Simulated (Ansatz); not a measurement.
An Ansatz input:

```yaml
crystal:
  lattice:
    - [4.9764452362, 0.0, 0.0]
    - [-2.4882226181, 4.3097279951, 0.0]
    - [0.0, 0.0, 3.0505609298]
  atoms:
    - { symbol: Se, position: [0.0, 0.0, 0.0] }
    - { symbol: Se, position: [0.3333333333, 0.6666666667, 0.5] }
    - { symbol: Se, position: [0.6666666667, 0.3333333333, 0.5] }
hamiltonian:
  xc: revpbe
  pseudopotentials:
    kind: paw
    azcp:
      Se: "pseudopotentials/Se.paw.azcp"
basis:
  ecutwfc: 420
  fft_grid_basis: typed
kpoints:
  mp_grid: { grid: [7, 7, 10], shift: [0, 0, 0] }
magnetization:
  spin_polarized: false
scf:
  occupations: { method: fermi_dirac, width: 0.1 }
relax:
  max_steps: 60
  f_tol: 0.01
  cell: {}
```

and its output:

```
Engine: ansatz 0.2.0, aarch64-unknown-linux-gnu
Pseudopotentials: kind: paw
Pseudopotential: Se, paw, valence charge 16, recommended cutoff 420 eV (normal) 
Functional definition: revPBE
  parameter kappa = 1.245
  parameter beta = 0.06672455060314922
  exchange = pbe_x(kappa = kappa, mu = beta*pi^2/3)
  correlation = pbe_c(beta = beta)
Crystal: 3 atoms, lattice volume = 65.426 Å³
Basis set: ecut = 420 eV, 1289 PW (Γ), exchange–correlation on 72×72×48 points (8 copies of the dense FFT grid, shifted against one another)
Bands: 29, of which v1, the nominal top of the filled ones, is band 24 counted from 1 (23 counted from 0)
Symmetry: 24 space group operations
Space group: P6/mmm (ITA 191), of the structure as read, at distance tolerance 4.0e-5 Å
k-points: 48 of 490
Non-local potential: Se, projectors of the file, l = 0: 2, l = 1: 2, l = 2: 3, l = 3: 1
PAW form: soft (Blöchl's): semilocal exchange-correlation on the pseudo side does not see the compensation charge
PAW frozen core: Se, regenerated for the run's functional, and the local potential with it (the file was generated under x = pbe(κ = 0.804, μ = 0.2195149727645171), c = pbe(β = 0.06672455060314922))
PAW one-centre angular grid: Se, 590 points (default); XC on 64 Gauss nodes
Initial density: superposition of atomic densities (neutral atoms: chi_scale 0, normalization atom), corrected by the library's trained network
Initial wavefunctions: pseudopotential atomic-orbital guess
Functional: x = revpbe(κ = 1.245, μ = 0.2195149727645171), c = pbe(β = 0.06672455060314922)
SCF iter   1: F=—  HF=-16418.096241 eV  |F-HF|=—  |Δ(HF+E_count)|=         —  Δρ=2.70e-3  dr2=8.62e-3  ethr=1.77e-3  ⟨swp⟩=5.4  Hψ=5436  notcnv=0
SCF iter   2: F=—  HF=-16418.096460 eV  |F-HF|=—  |Δ(HF+E_count)|=   2.19e-4  Δρ=1.73e-3  dr2=3.93e-3  ethr=1.80e-5  ⟨swp⟩=1.1  Hψ=1786  notcnv=0
SCF iter   3: F=—  HF=-16418.096838 eV  |F-HF|=—  |Δ(HF+E_count)|=   3.78e-4  Δρ=3.59e-4  dr2=2.45e-4  ethr=8.20e-6  ⟨swp⟩=2.9  Hψ=2608  notcnv=0
SCF iter   4: F=—  HF=-16418.096695 eV  |F-HF|=—  |Δ(HF+E_count)|=   1.43e-4  Δρ=2.16e-4  dr2=2.93e-5  ethr=5.10e-7  ⟨swp⟩=2.0  Hψ=2541  notcnv=0
SCF iter   5: F=—  HF=-16418.096696 eV  |F-HF|=—  |Δ(HF+E_count)|=   1.51e-6  Δρ=5.60e-5  dr2=4.01e-6  ethr=6.10e-8  ⟨swp⟩=2.0  Hψ=2550  notcnv=0
SCF iter   6: F=—  HF=-16418.096694 eV  |F-HF|=—  |Δ(HF+E_count)|=   2.28e-6  Δρ=2.01e-5  dr2=3.19e-7  ethr=8.36e-9  ⟨swp⟩=2.0  Hψ=2549  notcnv=0
SCF iter   7: F=-16418.096694 eV  HF=-16418.096694 eV  |F-HF|=1.09e-7  |Δ(HF+E_count)|=   1.53e-7  Δρ=6.78e-6  dr2=6.63e-8  ethr=2.08e-10  ⟨swp⟩=4.8  Hψ=5149  notcnv=0
SCF 1 converged in 7 iterations: F = -16418.096694 eV  dr2 = 6.63e-8
...
SCF iter   5: F=-16418.171718 eV  HF=-16418.171718 eV  |F-HF|=4.73e-11  |Δ(HF+E_count)|=  6.73e-10  Δρ=1.74e-7  dr2=1.38e-11  ethr=1.00e-12  ⟨swp⟩=1.9  Hψ=1608  notcnv=0
iter 6 did not close the SCF: its close was put off for the readings that it lacked (scf_convergence_deferred on its scf_iter line)
SCF iter   6: F=-16418.171718 eV  HF=-16418.171718 eV  |F-HF|=7.28e-12  |Δ(HF+E_count)|=  5.09e-11  Δρ=4.94e-8  dr2=1.17e-12  ethr=1.00e-12  ⟨swp⟩=1.2  Hψ=1410  notcnv=0
iter 7 did not close the SCF: its close was put off for the readings that it lacked (scf_convergence_deferred on its scf_iter line)
SCF iter   7: F=-16418.171718 eV  HF=-16418.171718 eV  |F-HF|=3.64e-12  |Δ(HF+E_count)|=  7.28e-12  Δρ=9.79e-9  dr2=6.22e-14  ethr=1.00e-12  ⟨swp⟩=1.0  Hψ=1392  notcnv=0
iter 8 did not close the SCF: its close was put off for the readings that it lacked (scf_convergence_deferred on its scf_iter line)
SCF iter   8: F=-16418.171718 eV  HF=-16418.171718 eV  |F-HF|=0.00e0  |Δ(HF+E_count)|=    0.00e0  Δρ=5.72e-9  dr2=1.89e-14  ethr=1.00e-12  ⟨swp⟩=1.0  Hψ=1392  notcnv=0
SCF iter   9: F=-16418.171718 eV  HF=-16418.171718 eV  |F-HF|=0.00e0  |Δ(HF+E_count)|=    0.00e0  Δρ=1.44e-9  dr2=1.92e-15  ethr=1.00e-12  ⟨swp⟩=3.0  Hψ=4726  notcnv=0
SCF 13 converged in 9 iterations: F = -16418.171718 eV  dr2 = 1.92e-15
relax step  13: F+E_penalty+E_count = -16418.17171798 eV  Δ(F+E_penalty+E_count) = -2.284e-6 eV  max|allowed force component| = 1.850e-17 eV/Å  Δτ_max = 0.0000 Å  P = +0.002 GPa  Ω = 65.580 Å³  stress off target by 5.01e-3 GPa  SCF on the basis re-selected at this cell (its energy is not comparable with the rows above)  (9 SCF iters)
basis re-selected at this cell: Δ(F+E_penalty+E_count) = -2.284e-6 eV, ΔP = -0.000 GPa vs the last step (what re-selecting the basis moved, of the pressure what is left beyond the Pulay correction that the steps carried, after the strain that the cell walked since its last selection, with what the two solves' SCF thresholds leave and, on support functions, any second-order correction that the steps lacked; it is no measure of the basis error at this ecutwfc). This SCF's stress stands 5.01e-3 GPa from its target on what of the cell is left free (relax.cell.stress_tol is 5.00e-2 GPa) and its largest allowed force component is 1.85e-17 eV/Å (relax.f_tol is 1.00e-2 eV/Å): within both
SCF converged after 9 iterations
Free energy (F): -16418.171718 eV
Harris-Foulkes:  -16418.171718 eV  (|F-HF|=0.00e0)
Internal energy: -16418.096686 eV  (E = F + TS)
E sigma→0 (E₀):  -16418.134202 eV
Entropy (-TS):   -0.075032 eV (-25.011 meV/atom)
Fermi energy:    9.969078 eV
--- Per-component energies (eV) ---
  E_band       = -1083.259648
  E_kinetic    = 347.738357
  E_local      = -6495.135716  (includes V_loc(G=0)·N_el)
  E_nonlocal   = -1785.595042
  E_hartree    = 3242.510759
  E_xc         = -309.477423
  E_vxc        = -289.918048  (∫ρ·V_xc dr)
  E_paw        = -5748.632181  (= ΣΔE_a)
  E_vpaw       = 654.631098  (= ΣTr[D̂ρ^β])
  E_aug_tail   = -0.001815  (compensation charges beyond the density's cutoff)
  E_ewald      = -5668.911337
  E_core_change = -0.592289  (= ΣΔE_core)
  E_smearing   = -0.075032  (= −TS)
  E_closure    = 0.000000  (closes the sum)
  Σ components = -16418.171718   (vs F -16418.171718, Δ=0.00e0)
--- Forces (eV/Å), atoms counted from 1 ---
  atom   1  Se    -0.00000000     0.00000000     0.00000000
  atom   2  Se     0.00000000     0.00000000     0.00000000
  atom   3  Se    -0.00000000    -0.00000000     0.00000000
  max |Σ_I F_I| component: 1.85e-17 eV/Å
--- Stress (GPa, compression-positive) ---
        0.000770      -0.000000       0.000000
       -0.000000       0.000770       0.000000
        0.000000       0.000000       0.005006
  P = ⅓ Tr σ = 0.0022 GPa (0.022 kbar)
--- Relaxed structure (11 steps of the walk, 11 accepted, 2 SCFs on fresh bases) ---
  F+E_penalty+E_count = -16418.17171798 eV   max|allowed force component| = 1.850e-17 eV/Å   (the final SCF, on the basis selected at the relaxed cell)
  cell:  # Å, volume = 65.5801 Å³
    - [4.70657913965235, 8.126671924932304e-34, 0.0]
    - [-2.353289569826175, 4.0760170998608425, 0.0]
    - [0.0, 0.0, 3.4184604802038483]
  atoms:
    - { symbol: Se, position: [1.4196722747511585e-34, 5.737283621201686e-35, 0.0] }
    - { symbol: Se, position: [0.3333333333333333, 0.6666666666666666, 0.5] }
    - { symbol: Se, position: [0.6666666666666666, 0.3333333333333333, 0.5] }
```

Launched by

```sh
ansatz run input.yaml --threads 2 --pin off --max-ram 5120MiB --backend cpu --events-out ev --progress --plain --runs-dir out
```

On 2 threads of Arm Neoverse V1 (shared host) this took about 29 s of wall time and 57 s of CPU time.
